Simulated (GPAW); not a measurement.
# CdS (Greenockite) (P6_3mc) in GPAW: convergence with k mesh

Aim: find how far k mesh must go before the results for CdS (Greenockite) settle, at PBE. This setting moves, with any that are tied to it; all else stays.

Everything below comes from runs of GPAW 26.7.0. Logs are shortened: lines on timing, memory, paths and dates and some standing lists are left out, and cuts for length are marked. The log counts tension as positive stress, the text compression.

## (1) The structure

Symmetry: P6_3mc, No. 186, hexagonal system. Conventional cell: a = 4.150 Å, b = 4.150 Å, c = 6.737 Å, α = 90.00°, β = 90.00°, γ = 120.00°. Around Cd (site symmetry 3m) lie 4 S at 2.53 to 2.54 Å. S (site symmetry 3m) is surrounded by 4 Cd at 2.53 to 2.54 Å.

## (2) With k mesh 2 × 2 × 1

Input file run.py:

```python
from ase.dft.bandgap import bandgap
from ase.io import read, write
from ase.units import GPa
from gpaw import GPAW, PW

atoms = read('CdS.xyz')

calc = GPAW(mode=PW(600),
            xc='PBE',
            kpts={'size': (2, 2, 1), 'gamma': True},
            occupations={'name': 'fermi-dirac', 'width': 0.05},
            nbands=31,
            convergence={'density': 1e-05, 'energy': 1e-05},
            maxiter=100,
            txt='gpaw.txt')
atoms.calc = calc
energy = atoms.get_potential_energy()
forces = atoms.get_forces()
stress = atoms.get_stress()
calc.write('gs.gpw')
write('result.traj', atoms)
print(f'Energy: {energy:.6f} eV')
print('Forces (eV/A):')
print(forces.round(4))
print('Stress (GPa):', (stress / GPa).round(3))
print('Fermi level:', round(calc.get_fermi_level(), 4), 'eV')
print(f'Gap: {bandgap(calc)[0]:.4f} eV, direct: {bandgap(calc, direct=True)[0]:.4f} eV')
```

Input file CdS.xyz:

```xyz
4
Lattice="4.1500000000 0.0000000000 0.0000000000 -2.0750000000 3.5940054257 0.0000000000 0.0000000000 0.0000000000 6.7370000000" Properties=species:S:1:pos:R:3 pbc="T T T"
Cd     2.0750000002      1.1980018084      3.3685000000
Cd    -0.0000000002      2.3960036173      0.0000000000
S      2.0750000002      1.1980018084      5.8948750000
S     -0.0000000002      2.3960036173      2.5263750000
```

Potentials or basis: GPAW PAW data sets (gpaw-data 1.2.1), pw.

On the command line:

```console
$ OMP_NUM_THREADS=1 python run.py
```

It took 7 s on 1 thread of Arm Neoverse V1, shared host; peak memory 0.17 GiB.

Results:

* Free energy: -11.9263 eV
* Pressure: 2.6 GPa
* Largest force: 0.070 eV/Å
* Band gap on the k mesh: 1.10 eV, direct

## (3) With k mesh 3 × 3 × 2

Edit run.py of step 2 so:

```diff
@@ -9,3 +9,3 @@
             xc='PBE',
-            kpts={'size': (2, 2, 1), 'gamma': True},
+            kpts={'size': (3, 3, 2), 'gamma': True},
             occupations={'name': 'fermi-dirac', 'width': 0.05},
```

CdS.xyz is that of step 2.

Potentials or basis: GPAW PAW data sets (gpaw-data 1.2.1), pw.

On the command line:

```console
$ OMP_NUM_THREADS=1 python run.py
```

Wall time 14 s (1 thread of Arm Neoverse V1, shared host); peak memory 0.18 GiB.

Results:

```
Free energy            : -12.5230 eV
Pressure               : 2.1 GPa
Largest force          : 0.018 eV/Å
Band gap on the k mesh : 1.16 eV, direct
```

## (4) With k mesh 4 × 4 × 2

Edit run.py of step 3 so:

```diff
@@ -9,3 +9,3 @@
             xc='PBE',
-            kpts={'size': (3, 3, 2), 'gamma': True},
+            kpts={'size': (4, 4, 2), 'gamma': True},
             occupations={'name': 'fermi-dirac', 'width': 0.05},
```

CdS.xyz is that of step 3.

On the command line:

```console
$ OMP_NUM_THREADS=1 python run.py
```

Wall time 17 s (1 thread of Arm Neoverse V1, shared host); peak memory 0.18 GiB.

Results (log left out):

- Free energy: -12.6455 eV
- Pressure: 1.9 GPa
- Largest force: 0.054 eV/Å
- Band gap on the k mesh: 1.17 eV, direct

## (5) With k mesh 5 × 5 × 3

Edit run.py of step 4 so:

```diff
@@ -9,3 +9,3 @@
             xc='PBE',
-            kpts={'size': (4, 4, 2), 'gamma': True},
+            kpts={'size': (5, 5, 3), 'gamma': True},
             occupations={'name': 'fermi-dirac', 'width': 0.05},
```

CdS.xyz is that of step 4.

On the command line:

```console
$ OMP_NUM_THREADS=1 python run.py
```

Run time: 24 s. Hardware: 1 thread of Arm Neoverse V1, shared host; peak memory 0.19 GiB.

Results (log left out):

| Item | Value |
| --- | --- |
| Free energy | -12.6706 eV |
| Pressure | 1.8 GPa |
| Largest force | 0.064 eV/Å |
| Band gap on the k mesh | 1.18 eV, direct |

## (6) With k mesh 6 × 6 × 3

Edit run.py of step 5 so:

```diff
@@ -9,3 +9,3 @@
             xc='PBE',
-            kpts={'size': (5, 5, 3), 'gamma': True},
+            kpts={'size': (6, 6, 3), 'gamma': True},
             occupations={'name': 'fermi-dirac', 'width': 0.05},
```

CdS.xyz is that of step 5.

Potentials or basis: GPAW PAW data sets (gpaw-data 1.2.1), pw.

On the command line:

```console
$ OMP_NUM_THREADS=1 python run.py
```

Wall time 33 s (1 thread of Arm Neoverse V1, shared host); peak memory 0.2 GiB.

It converged, with:

```yaml
Free_energy: -12.6763 eV
Pressure: 1.8 GPa
Largest_force: 0.067 eV/Å
Band_gap_on_the_k_mesh: 1.18 eV, direct
```

## (7) With k mesh 7 × 7 × 4

Edit run.py of step 6 so:

```diff
@@ -9,3 +9,3 @@
             xc='PBE',
-            kpts={'size': (6, 6, 3), 'gamma': True},
+            kpts={'size': (7, 7, 4), 'gamma': True},
             occupations={'name': 'fermi-dirac', 'width': 0.05},
```

CdS.xyz is that of step 6.

On the command line:

```console
$ OMP_NUM_THREADS=1 python run.py
```

Run time: 53 s. Hardware: 1 thread of Arm Neoverse V1, shared host; peak memory 0.23 GiB.

Results (log left out):

```yaml
Free_energy: -12.6792 eV
Pressure: 1.8 GPa
Largest_force: 0.067 eV/Å
Band_gap_on_the_k_mesh: 1.18 eV, direct
```

## (8) With k mesh 8 × 8 × 5

Edit run.py of step 7 so:

```diff
@@ -9,3 +9,3 @@
             xc='PBE',
-            kpts={'size': (7, 7, 4), 'gamma': True},
+            kpts={'size': (8, 8, 5), 'gamma': True},
             occupations={'name': 'fermi-dirac', 'width': 0.05},
```

CdS.xyz is that of step 7.

On the command line:

```console
$ OMP_NUM_THREADS=1 python run.py
```

Wall time 74 s (1 thread of Arm Neoverse V1, shared host); peak memory 0.26 GiB.

Results (log left out):

| Property | Result |
| --- | --- |
| Free energy | -12.6799 eV |
| Pressure | 1.8 GPa |
| Largest force | 0.068 eV/Å |
| Band gap on the k mesh | 1.18 eV, direct |

## (9) With k mesh 10 × 10 × 6

Edit run.py of step 8 so:

```diff
@@ -9,3 +9,3 @@
             xc='PBE',
-            kpts={'size': (8, 8, 5), 'gamma': True},
+            kpts={'size': (10, 10, 6), 'gamma': True},
             occupations={'name': 'fermi-dirac', 'width': 0.05},
```

CdS.xyz is that of step 8.

Potentials or basis: GPAW PAW data sets (gpaw-data 1.2.1), pw.

On the command line:

```console
$ OMP_NUM_THREADS=1 python run.py
```

gpaw.txt:

```text
__  _  _
 | _ |_)|_||  |
 |__||  | ||/\| - 26.7.0

Input parameters:
  mode=PW(ecut=600.0),
  convergence={'density': 1e-05, 'energy': 1e-05},
  kpts=MonkhorstPack(size=(10, 10, 6), gamma=True),
  maxiter=100,
  nbands=31,
  occupations=Occupations(name='fermi-dirac', width=0.05),
  xc=XC(name='PBE')

Diagonalizing LCAO Hamiltonian
Converting LCAO to pw mode

            S

            Cd
        S

        Cd

Atoms  # Å, Bohr magnetons
|   | symbol |         x |        y |        z |    initial magnetic moments |
|---|--------|-----------|----------|----------|-----------------------------|
| 0 |     Cd |  2.075000 | 1.198002 | 3.368500 | ( 0.0000,  0.0000,  0.0000) |
| 1 |     Cd | -0.000000 | 2.396004 | 0.000000 | ( 0.0000,  0.0000,  0.0000) |
| 2 |      S |  2.075000 | 1.198002 | 5.894875 | ( 0.0000,  0.0000,  0.0000) |
| 3 |      S | -0.000000 | 2.396004 | 2.526375 | ( 0.0000,  0.0000,  0.0000) |

Unit cell  # Å
| periodic |         x |        y |        z |  lengths |     angles |
|----------|-----------|----------|----------|----------|------------|
|      yes |  4.150000 | 0.000000 | 0.000000 | 4.150000 |  90.000000 |
|      yes | -2.075000 | 3.594005 | 0.000000 | 4.150000 |  90.000000 |
|      yes |  0.000000 | 0.000000 | 6.737000 | 6.737000 | 120.000000 |

Number of symmetries: 6
Symmetry operations  # r_c * U_cc + t_c -> r_c
|   | kind |            matrix            |
|---|------|------------------------------|
| 0 |  σ   |  1, 1, 0,  0,-1, 0,  0, 0, 1 |
| 1 |  E   |  1, 0, 0,  0, 1, 0,  0, 0, 1 |
| 2 |  C3  |  0, 1, 0, -1,-1, 0,  0, 0, 1 |
| 3 |  σ   |  0,-1, 0, -1, 0, 0,  0, 0, 1 |
| 4 |  σ   | -1, 0, 0,  1, 1, 0,  0, 0, 1 |
| 5 |  C3  | -1,-1, 0,  1, 0, 0,  0, 0, 1 |

BZ-sampling:
  Number of BZ points: 600
  Number of IBZ points: 72

  Monkhorst-Pack size: [10, 10, 6]
  Monkhorst-Pack shift: [0.05, 0.05, 0.08333333333333333]

K-points  # in reciprocal-cell coordinates
|     |                                coordinates |     weight |
[... 98 lines left out ...]
  Old densities: 10
  SVD Regularization: 0.005
  Good broyden scale: 1.0
  Trust region scale: 1.0
  Backstep threshold: 4.0
  History deletion threshold: 6.0
  Fourier metric: weight=20.0, sigma=0.015

occupation numbers:
  Fermi-Dirac:
    width: 0.0500  # eV

poisson solver:
  ecut: 4800.0  # eV

xc functional:
  name: PBE with 2 nearest neighbor stencil

convergence criteria:
- Maximum integral of absolute [dens]ity change: 1e-05 electrons / valence electron
- Maximum [total energy] change in last 3 cyles: 1e-05 eV / valence electron
- Maximum integral of absolute [eigenst]ate change: 4e-08 eV^2 / valence electron
maximum number of iterations: 100

SCF iterations
|iter     | |      energy | eigst |  dens |
|---------|-|-------------|-------|-------|
|iter:   1| |  -13.697525 | -0.40 |       |
|iter:   2| |  -13.472300 | -2.11 | -1.12 |
|iter:   3| |  -12.684916 | -1.37 | -1.16 |
|iter:   4| |  -12.680789 | -3.22 | -1.73 |
|iter:   5| |  -12.680016 | -3.62 | -2.16 |
|iter:   6| |  -12.680121 | -4.97 | -2.87 |
|iter:   7| |  -12.680134c| -6.22 | -3.48 |
|iter:   8| |  -12.680134c| -7.18 | -4.32 |
|iter:   9| |  -12.680134c| -7.60c| -4.69 |
|iter:  10| |  -12.680134c| -7.95c| -5.23c|

Converged in 10 steps
Energy contributions relative to reference atoms: (reference = -326061.476468)

Energy contributions:
  Kinetic:          37.002092
  Coulomb:         -33.544279
  Zero:              0.290195
  External:          0.000000
  Xc:              -16.428142
  Entropy:          -0.000000
  Spinorbit:         0.000000
  ----------------------------
  Free energy:     -12.680134
  Extrapolated:    -12.680134

dipole moment: (-0.000006, -0.000018, -18.993683)  # |e|*Ang

Fermi level: 4.101
Eigenvalues  # (at kpt = [0.000, 0.000, 0.000])
| band index |      eig [eV] | occ [0-2] |
|------------|---------------|-----------|
|          0 |        -8.851 |     2.000 |
|        ... |               |           |
|         10 |        -3.654 |     2.000 |
|         11 |        -3.320 |     2.000 |
|         12 |        -0.883 |     2.000 |
|         13 |         2.698 |     2.000 |
|         14 |         2.698 |     2.000 |
|         15 |         3.419 |     2.000 |
[... 8 lines left out ...]
|         24 |        10.993 |     0.000 |
|         25 |        11.129 |     0.000 |
|        ... |               |           |
|         30 |        14.984 |     0.000 |

Gap: 1.177 eV
Transition (v -> c):
  (s=0, k=0, n=17, [0.00, 0.00, 0.00]) -> (s=0, k=0, n=18, [0.00, 0.00, 0.00])
No difference between direct/indirect transitions

Forces  # eV/Ang
|        x |        y |        z |
|----------|----------|----------|
| -0.00000 |  0.00000 | -0.06709 |  # Cd   0
| -0.00000 |  0.00000 | -0.06765 |  # Cd   1
| -0.00000 | -0.00000 |  0.06710 |  # S    2
| -0.00000 | -0.00000 |  0.06771 |  # S    3

Stress tensor  # eV/Ang^3
|         x |         y |         z |
|-----------|-----------|-----------|
| -0.010023 |  0.000000 |  0.000000 |
|  0.000000 | -0.010023 | -0.000000 |
|  0.000000 | -0.000000 | -0.014091 |

# Writing to gs.gpw (mode='')
```

Run time: 2.2 min. Hardware: 1 thread of Arm Neoverse V1, shared host; peak memory 0.33 GiB.

What came out:

* Free energy: -12.6801 eV
* Pressure: 1.8 GPa
* Largest force: 0.068 eV/Å
* Band gap on the k mesh: 1.18 eV, direct

## (10) Summary

```csv
k mesh,"energy less the tightest run, at zero smearing (meV/atom)",pressure (GPa),largest force (eV/Å),gap on the mesh (eV),SCF cycles,CPU time (s),peak memory (GiB)
2 × 2 × 1,188.46,2.55,0.070,1.101,10,7,0.17
3 × 3 × 2,39.28,2.14,0.018,1.156,10,14,0.18
4 × 4 × 2,8.66,1.87,0.054,1.172,10,17,0.18
5 × 5 × 3,2.38,1.84,0.064,1.175,10,24,0.19
6 × 6 × 3,0.95,1.83,0.067,1.177,10,33,0.2
7 × 7 × 4,0.23,1.82,0.067,1.177,10,53,0.23
8 × 8 × 5,0.07,1.82,0.068,1.177,10,74,0.26
10 × 10 × 6,0.00,1.82,0.068,1.177,10,130,0.33
```

Against the tightest run, the energy stays within 1 meV/atom from 6 × 6 × 3 on; the pressure stays within 0.1 GPa from 4 × 4 × 2 on; the largest force stays within 0.005 eV/Å from 5 × 5 × 3 on; the gap on the mesh stays within 0.01 eV from 4 × 4 × 2 on. Meshes of other sizes hit other points, so gaps and Fermi surfaces needn't settle smoothly. The tightest run that finished is the yardstick and may itself not be fully converged.
